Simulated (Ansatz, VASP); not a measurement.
One calculation of PbSe, two programs

```xyz
2
Lattice="-0.0612 3.0315 3.0315 3.0315 -0.0612 3.0315 3.0315 3.0315 -0.0612" Properties=species:S:1:pos:R:3 pbc="T T T"
Pb    0.0000    0.0000    0.0000
Se    3.0009    3.0009    3.0009
```

Change from the starting cell: equal xy, yz and zx shear strains of -2 %, crystal datasets.

Alike in both runs: task electric field gradients; functional PBE; k mesh 9 × 9 × 9; occupations fermi-dirac, width 0.01 eV; no spin polarisation.

```csv
,VASP,Ansatz
version,VASP 6.6.1,Ansatz 0.2.0
potentials or method,"VASP PAW PBE potentials, release 64 (Pb_d, Se), cutoff 520 eV","all-electron PAW with datasets made for the crystal, scalar-relativistic"
```

```tsv
	VASP	Ansatz	Ansatz less VASP
gap on the k mesh at the Fermi level (eV)	0.51	0.51	-0.002
pressure (GPa)	2.3	2.3	+0.01
largest component of the traceless stress (GPa)	0.32	0.32	-0.001
Vzz of the field gradient on the site that differs most (V/Å²)	4.4	7.8	+3.47
```

Ansatz ran all-electron here, so the differences hold the error of VASP's frozen core and of both bases. Ansatz warned: «gradients_without_spin_orbit».

Caveats: spin-orbit coupling is left out, which as a rule narrows the gap of such compounds by several tenths of an eV; an odd mesh through Γ misses points on the zone boundary, where band edges often lie.
